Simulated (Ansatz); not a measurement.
# InAs (Fm-3m) in Ansatz: single point with PBE

Aim: the single point of InAs with PBE.

All numbers are computed with Ansatz 0.2.0; they aren't measurements. Logs are shortened: lines on timing, memory, paths and dates and some standing lists are left out, and cuts for length are marked.

## 1. Starting point

It takes space group Fm-3m (No. 225, cubic). Conventional cell: a = 5.755 Å, b = 5.755 Å, c = 5.755 Å, α = 90.00°, β = 90.00°, γ = 90.00°. In (site symmetry m-3m) has 6 As at 2.88 Å as nearest neighbours. As (site symmetry m-3m) has 6 In at 2.88 Å as nearest neighbours.

Measurements of this composition are mostly on another form, of space group No. 216.

## 2. Single point, PBE

The input, input.yaml:

```yaml
crystal:
  lattice:
    - [0.0, 2.877304, 2.877304]
    - [2.877304, 0.0, 2.877304]
    - [2.877304, 2.877304, 0.0]
  atoms:
    - { symbol: In, position: [0.5, 0.5, 0.5] }
    - { symbol: As, position: [0.0, 0.0, 0.0] }
kpoints:
  mp_grid: { grid: [3, 3, 3] }
scf:
  occupations: { method: fermi_dirac, width: 0.03 }
hamiltonian:
  xc: pbe
  pseudopotentials: { kind: all_electron, lapw: { basis_error: 0.002 } }
output:
  forces: true
  stress: true
  eigenvalues: true
```

Potentials or basis: all-electron LAPW, scalar-relativistic.

Run with:

```sh
$ ansatz run input.yaml --threads 1 --pin off --max-ram 3072MiB --backend cpu --events-out ev --progress --plain --runs-dir out
```

What it wrote:

```text
Warning: RAYON_NUM_THREADS=1 ignored (pool sized by the plan → 1); use --threads N
LAPW: plane waves up to 7.306 Å⁻¹, error target 2.0e-3 eV per atom; small_component_spin mean_spin; As in spheres of 1.381 Å, 23 of its electrons in bands, Dirac shells []; In in spheres of 1.496 Å, 21 of its electrons in bands, Dirac shells [] (how accurate: hamiltonian.pseudopotentials.lapw.basis_error, Limitations)
Engine: ansatz 0.2.0, x86_64-unknown-linux-gnu
Pseudopotentials: kind: all_electron
Pseudopotential: In, LAPW, valence charge 21, lapw/all_electron/scalar/gaussian/In, Koelling and Harmon's equation, gaussian nucleus
Pseudopotential: As, LAPW, valence charge 23, lapw/all_electron/scalar/gaussian/As, Koelling and Harmon's equation, gaussian nucleus
Functional definition: PBE
  parameter kappa = 0.804
  parameter beta = 0.06672455060314922
  exchange = pbe_x(kappa = kappa, mu = beta*pi^2/3)
  correlation = pbe_c(beta = beta)
Crystal: 2 atoms, lattice volume = 47.642 Å³
Basis set: ecut = 203.38081323120753 eV, 331 PW (Γ), exchange–correlation at level 2
Bands: 27, of which v1, the nominal top of the filled ones, is band 22 counted from 1 (21 counted from 0)
Symmetry: 48 space group operations
Space group: Fm-3m (ITA 225), of the structure as read, at distance tolerance 3.6e-5 Å
k-points: 4 of 27
Non-local potential: In, projectors of the file, none
Non-local potential: As, projectors of the file, none
Initial density: superposition of atomic densities (chi_scale 0.1, normalization cell, long waves kept (reshape's long-wave potential 0.00 eV rms))
Initial wavefunctions: plane waves of lowest kinetic energy (no species holds an atomic orbital)
Functional: x = pbe(κ = 0.804, μ = 0.2195149727645171), c = pbe(β = 0.06672455060314922)
iter 1 solved again at ethr=1.03e-3 eV; its pass at ethr=1.00e-1 eV (dr2=4.55e-1 eV) is discarded
SCF iter   1: F=—  HF=-221569.574043 eV  |F-HF|=—  |Δ(HF+E_count)|=         —  Δρ=2.20e-2  dr2=4.55e-1  ethr=1.03e-3  ⟨swp⟩=2.0  Hψ=686  notcnv=0
preconditioner: auto → none  [insulator: Δε(μ)=0.858 eV  Ē_g=14.906 eV  σ=0.030 eV  W_gap=0.56  n_scr=14 (ndim 8)  ℏωp=22.8 eV  f_vac=0.005  D(μ)=9.73/eV (n_scr^D=168)  ε∞_Penn≈3.3]
iter 2 solved again at ethr=2.42e-5 eV; its pass at ethr=1.03e-3 eV (dr2=1.07e-2 eV) is discarded
SCF iter   2: F=—  HF=-221569.401185 eV  |F-HF|=—  |Δ(HF+E_count)|=   1.73e-1  Δρ=5.51e-3  dr2=1.07e-2  ethr=2.42e-5  ⟨swp⟩=2.0  Hψ=560  notcnv=0
SCF iter   3: F=—  HF=-221569.394769 eV  |F-HF|=—  |Δ(HF+E_count)|=   6.42e-3  Δρ=3.33e-3  dr2=5.73e-3  ethr=2.42e-5  ⟨swp⟩=2.0  Hψ=332  notcnv=0
SCF iter   4: F=—  HF=-221569.396470 eV  |F-HF|=—  |Δ(HF+E_count)|=   1.70e-3  Δρ=1.54e-3  dr2=1.33e-3  ethr=1.30e-5  ⟨swp⟩=2.0  Hψ=319  notcnv=0
SCF iter   5: F=—  HF=-221569.396782 eV  |F-HF|=—  |Δ(HF+E_count)|=   3.13e-4  Δρ=3.77e-4  dr2=8.43e-5  ethr=3.03e-6  ⟨swp⟩=2.5  Hψ=322  notcnv=0
SCF iter   6: F=—  HF=-221569.396820 eV  |F-HF|=—  |Δ(HF+E_count)|=   3.74e-5  Δρ=6.06e-5  dr2=2.20e-6  ethr=1.92e-7  ⟨swp⟩=2.5  Hψ=318  notcnv=0
SCF iter   7: F=-221569.396823 eV  HF=-221569.396823 eV  |F-HF|=8.23e-8  |Δ(HF+E_count)|=   3.07e-6  Δρ=7.70e-6  dr2=2.82e-8  ethr=5.00e-9  ⟨swp⟩=3.0  Hψ=329  notcnv=0
SCF 1 converged in 7 iterations: F = -221569.396823 eV  dr2 = 2.82e-8
SCF converged after 7 iterations
Free energy (F): -221569.396823 eV
Harris-Foulkes:  -221569.396823 eV  (|F-HF|=8.23e-8)
Internal energy: -221569.372435 eV  (E = F + TS)
E sigma→0 (E₀):  -221569.384629 eV
Entropy (-TS):   -0.024388 eV (-12.194 meV/atom)
Fermi energy:    12.013280 eV
--- Per-component energies (eV) ---
  E_band       = -1814.142667
  E_kinetic    = 230885.071299
  E_xc         = -6635.309859
  E_electrostatic = -445819.133875  (all electrons and nuclei)
  E_smearing   = -0.024388  (= −TS)
  E_closure    = 0.000000  (closes the sum)
  E_atoms      = -221562.685075  (free atoms, spherical and without spin; not in F)
  Σ components = -221569.396823   (vs F -221569.396823, Δ=0.00e0)
  Basis errors (estimates in eV, not in F): energy 7.5e-4 per atom: plane waves 6.5e-4 (3.7e-4 summed), levels above the bands 3.5e-108, relativity 9.9e-8, radial functions 9.6e-5, core shells 1.7e-8; eigenvalues (radial functions only) 5.6e-6; not estimated: angular momenta, meshes, grids; target (lapw.basis_error) 2.0e-3; muffin-tin radii As 1.381 Å, In 1.496 Å
--- Forces (eV/Å), atoms counted from 1 ---
  atom   1  In     0.00000000    -0.00000000     0.00000000
  atom   2  As    -0.00000000     0.00000000     0.00000000
  max |Σ_I F_I| component: 6.08e-31 eV/Å
--- Stress (GPa, compression-positive) ---
        2.849411      -0.000000       0.000000
       -0.000000       2.849411       0.000000
        0.000000       0.000000       2.849411
  P = ⅓ Tr σ = 2.8494 GPa (28.494 kbar)
--- Band table (eV) ---
  k-point 0: bands = ["-172.6486", "-116.0203", "-116.0203", "-116.0203", "-103.2722", "-61.7554", "-61.7554", "-61.7554", "-23.0595", "-23.0595", "-23.0549", "-23.0549", "-23.0549", "-2.3635", "-2.3635", "-2.3498", "-2.3498", "-2.3498", "-0.1205", "11.3104", "11.7756", "11.7756", "11.7756", "19.1368", "19.1368", "19.1368", "19.4307"]
  k-point 1: bands = ["-172.6486", "-116.0203", "-116.0203", "-116.0203", "-103.2722", "-61.7556", "-61.7554", "-61.7554", "-23.0593", "-23.0593", "-23.0546", "-23.0543", "-23.0543", "-2.4013", "-2.4013", "-2.3534", "-2.3089", "-2.3089", "0.9595", "6.6005", "12.0057", "12.0057", "14.1936", "15.9401", "15.9401", "16.6241", "20.5777"]
  k-point 2: bands = ["-172.6486", "-116.0203", "-116.0203", "-116.0203", "-103.2722", "-61.7556", "-61.7555", "-61.7555", "-23.0597", "-23.0590", "-23.0552", "-23.0538", "-23.0538", "-2.5422", "-2.3771", "-2.3390", "-2.2928", "-2.2928", "1.4770", "7.8173", "10.1622", "10.1622", "10.8437", "16.2799", "19.4882", "20.1075", "20.1075"]
  k-point 3: bands = ["-172.6486", "-116.0203", "-116.0203", "-116.0203", "-103.2722", "-61.7556", "-61.7556", "-61.7555", "-23.0596", "-23.0590", "-23.0545", "-23.0540", "-23.0538", "-2.5203", "-2.3784", "-2.3430", "-2.3110", "-2.2897", "2.1846", "6.5020", "8.1988", "10.8387", "12.5041", "17.6578", "17.6612", "19.7822", "20.2761"]
```

Run time: 5.6 s. Hardware: 1 thread of Intel Xeon Platinum 8375C at 2.90GHz (Ice Lake), shared host; peak memory 0.25 GiB.

Results:

| Quantity | Value |
| --- | --- |
| Free energy | -221569.3968 eV |
| Pressure | 2.8 GPa |
| Band gap on the k mesh | none (metal or under the smearing width) |

Caveat: the k mesh is coarse (spacing up to 0.63 Å⁻¹), so the values aren't converged; the k mesh is thin for a metal, which can move the energy by tens of meV per atom.
